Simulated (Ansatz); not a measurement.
TiO: Wannier functions with m-r2SCAN

Crystal: TiO.

```
Ti O
1.0
     3.03100    0.00000    0.00000
    -1.51550    2.62492    0.00000
     0.00000    0.00000    3.23770
Ti O
1 1
Direct
  0.66667 0.33333 0.00000
  0.00000 0.00000 0.50000
```

```
Program             : Ansatz 0.2.0
Task                : Wannier functions
Functional          : m-r2SCAN
Potentials or basis : Ansatz PAW polarizable
Cutoff              : 500 eV (not typed: the program's choice for these potentials)
k mesh              : 10 × 10 × 8
Occupations         : gaussian, width 0.15 eV
Spin                : collinear spin, random start
Starting moments    : [-0.85, 0.0] μB
```

The band gap on the k mesh is 0.17 eV, direct, the net moment is 0.00 μB per cell and the absolute moment is 0.00 μB per cell.

Levels at points of the mesh, in eV from the valence-band top:
Spin up:
| k point | band 7 | band 8 | band 9 | band 10 | band 11 | band 12 |
| --- | --- | --- | --- | --- | --- | --- |
| (0.00, 0.00, 0.00) | -4.00 | -4.00 | -2.42 | 0.98 | 1.09 | 1.09 |
| (0.00, 0.00, -0.50) | -3.76 | -3.76 | 0.00 | 0.17 | 0.17 | 1.87 |
| (0.00, -0.50, 0.00) | -5.18 | -4.03 | -1.63 | 1.43 | 1.58 | 2.15 |
| (0.00, -0.50, -0.50) | -6.16 | -4.71 | -0.87 | 1.27 | 1.89 | 2.25 |
Spin down:
| k point | band 5 | band 6 | band 7 | band 8 | band 9 | band 10 | band 11 | band 12 | band 13 | band 14 |
| --- | --- | --- | --- | --- | --- | --- | --- | --- | --- | --- |
| (0.00, 0.00, 0.00) | -20.81 | -4.64 | -4.00 | -4.00 | -2.42 | 0.98 | 1.09 | 1.09 | 1.77 | 1.77 |
| (0.00, 0.00, -0.50) | -20.32 | -7.56 | -3.76 | -3.76 | 0.00 | 0.17 | 0.17 | 1.87 | 1.87 | 6.01 |
| (0.00, -0.50, 0.00) | -20.07 | -6.94 | -5.18 | -4.03 | -1.63 | 1.43 | 1.58 | 2.15 | 2.28 | 4.83 |
| (0.00, -0.50, -0.50) | -20.04 | -6.23 | -6.16 | -4.71 | -0.87 | 1.27 | 1.89 | 2.25 | 2.69 | 6.49 |

It took 24 s on 1 thread of Arm Neoverse V2, with other jobs on the host, peak memory 0.47 GiB.

Caveat: the magnetic or orbital state may not be the lowest; the starting moments weren't kept. A k mesh can miss the band edges.
